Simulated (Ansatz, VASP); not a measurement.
## One calculation of C, two programs

```xyz
2
Lattice="0.0000 1.7112 1.7112 1.7112 0.0000 1.7112 1.7112 1.7112 0.0000" Properties=species:S:1:pos:R:3 pbc="T T T"
C     0.0000    0.0000    0.0000
C     0.8556    0.8556    0.8556
```

Alike in both runs: task single point; functional PBE; k mesh 12 × 12 × 12; occupations gaussian, width 0.02 eV; no spin polarisation.

|  | VASP | Ansatz |
| --- | --- | --- |
| version | VASP 6.6.1 | Ansatz 0.2.0 |
| potentials or method | VASP PAW PBE potentials, release 64 (C) | scalar-relativistic, plane waves, PAW |
| plane-wave cutoff (eV) | 520 | 420 |
| valence electrons in the cell | 8 | 8 |

```csv
,VASP,Ansatz,Ansatz less VASP
gap on the k mesh at the Fermi level (eV),4.45,4.46,+0.011
least direct gap on the mesh (eV),5.93,5.94,+0.008
```

With one functional, cell and mesh, what is left measures potentials, basis and numerics.
